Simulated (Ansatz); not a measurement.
GaN:

```
Ga N
1.0
     0.00000    2.25350    2.25350
     2.25350    0.00000    2.25350
     2.25350    2.25350    0.00000
Ga N
1 1
Direct
  0.00000 0.00000 0.00000
  0.25000 0.25000 0.25000
```

The cell is a database's computed one.

* Program: Ansatz 0.2.0
* Task: relaxation of cell and atoms
* Functional: BLYP
* Potentials or basis: all-electron LAPW, scalar-relativistic
* Basis error allowed: 0.001 eV/atom
* k mesh: 10 × 10 × 10
* Occupations: fermi-dirac, width 0.05 eV
* Spin: no spin polarisation

At the start: volume 11.44 Å³/atom.

Q: Where does the relaxation end?

A: Over 5 steps the energy falls by 23.4 meV/atom and the volume is 12.17 Å³/atom (+6.3 %); space group F-43m (No. 216, to 0.05 Å).

The path:
| step | energy change (eV) | largest force (eV/Å) | volume (Å³) |
| --- | --- | --- | --- |
| 1 | 0.0000 | 0.0000 | 22.89 |
| 2 | -0.0380 | 0.0000 | 23.69 |
| 3 | -0.0467 | 0.0000 | 24.27 |
| 4 | -0.0468 | 0.0000 | 24.33 |
| 5 | -0.0468 | 0.0000 | 24.33 |

Final structure:
```yaml
crystal:
  lattice:
    - [0.00000, 2.29996, 2.29996]
    - [2.29996, 0.00000, 2.29996]
    - [2.29996, 2.29996, 0.00000]
  atoms:
    - { symbol: Ga, position: [0.00000, 0.00000, 0.00000] }
    - { symbol: N, position: [0.25000, 0.25000, 0.25000] }
```
